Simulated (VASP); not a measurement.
## Sb8H: single point with PBE

The system is Sb8H, a slab with vacuum.

```xyz
9
Lattice="4.3084 0.0000 0.0000 -2.1542 3.7312 0.0000 0.0000 0.0000 28.7832" Properties=species:S:1:pos:R:3 pbc="T T T"
Sb    2.1542    1.2437    8.0000
Sb    0.0000    0.0000    9.5092
Sb    0.0000    2.4875   11.9456
Sb    2.1542    1.2437   13.4952
Sb    0.0000    0.0000   15.9142
Sb    0.0000    2.4875   17.4785
Sb    2.1542    1.2437   20.6280
Sb    0.0000    0.0000   22.2084
H     2.1542    1.2437   18.7274
```

The cell was built by a generator and needn't be a form met in nature.

```
Program                : VASP 6.6.1
Task                   : single point
Functional             : PBE
Potentials or basis    : VASP PAW PBE potentials, release 64 (Sb, H)
Cutoff                 : 520 eV
k mesh                 : 10 × 10 × 1
Occupations            : gaussian, width 0.05 eV
Spin                   : no spin polarisation
Dipole correction      : yes
Further INCAR settings : ALGO = Fast; EDIFF = 1e-06; NBANDS = 30
```

* Largest force: 0.366 eV/Å
* Band gap on the k mesh: none (metal or under the smearing width)

Forces in eV/Å, atoms in the order of the input:
```
Sb   0.000  0.000 -0.351
Sb   0.000  0.000  0.366
Sb   0.000  0.000 -0.046
Sb   0.000  0.000  0.044
Sb   0.000  0.000 -0.049
Sb   0.000  0.000  0.043
Sb   0.000  0.000 -0.004
Sb   0.000  0.000  0.025
H    0.000  0.000 -0.029
```

Levels at points of the mesh, in eV from the Fermi level:
| k point | band 17 | band 18 | band 19 | band 20 | band 21 | band 22 | band 23 | band 24 | band 25 | band 26 |
| --- | --- | --- | --- | --- | --- | --- | --- | --- | --- | --- |
| (0.00, 0.00, 0.00) | -0.97 | -0.97 | -0.59 | -0.21 | -0.04 | 0.77 | 0.99 | 0.99 | 1.41 | 1.41 |
| (0.50, 0.00, 0.00) | -2.46 | -1.97 | -1.82 | -0.98 | -0.42 | 0.45 | 0.81 | 1.45 | 1.46 | 1.60 |

Wall time 4.3 min on 1 thread of Intel(R) Xeon(R) Platinum 8488C (Sapphire Rapids), on a shared host, peak memory 0.57 GiB.

Spin-orbit coupling is left out, which matters for the levels of Sb.
